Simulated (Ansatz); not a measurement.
Crystal: Na.

```
Na
1.0
    -2.14100    2.14100    2.14100
     2.14100   -2.14100    2.14100
     2.14100    2.14100   -2.14100
Na
1
Direct
  0.00000 0.00000 0.00000
```

| Quantity | Value |
| --- | --- |
| Program | Ansatz 0.2.0 |
| Task | relaxation of cell and atoms |
| Functional | HSE06 |
| Dispersion | D3(BJ) |
| Potentials or basis | Ansatz PAW |
| Cutoff | 420 eV (not typed: the program's choice for these potentials) |
| k mesh | 6 × 6 × 6 |
| Occupations | fermi-dirac, width 0.1 eV |
| Spin | no spin polarisation |

At the start: volume 39.26 Å³/atom.

Question: Where does the relaxation end?

Answer: It ends after 5 steps and the volume is 34.04 Å³/atom (-13.3 %); space group Im-3m (No. 229, to 0.05 Å).

The path:
```csv
step,energy change (eV),largest force (eV/Å),volume (Å³)
1,0.0000,0.0000,39.26
2,-0.0054,0.0000,38.32
3,-0.0178,0.0000,32.88
4,-0.0185,0.0000,34.04
5,-0.0185,0.0000,34.04
```

Final structure:
```
Na
1.0
    -2.04164    2.04164    2.04164
     2.04164   -2.04164    2.04164
     2.04164    2.04164   -2.04164
Na
1
Cartesian
  0.0000 0.0000 0.0000
```

Caveat: the plane-wave basis is chosen anew once the cell has moved, so the energies of steps on either side of that aren't comparable; the volume moved by -13 % from the deposited cell, more than functionals usually miss; pairwise dispersion overbinds metals, which lowers pressure and volume; the PAW data sets come from PBE, with cores solved anew for the run's functional, which leaves a small shift of forces and pressure.
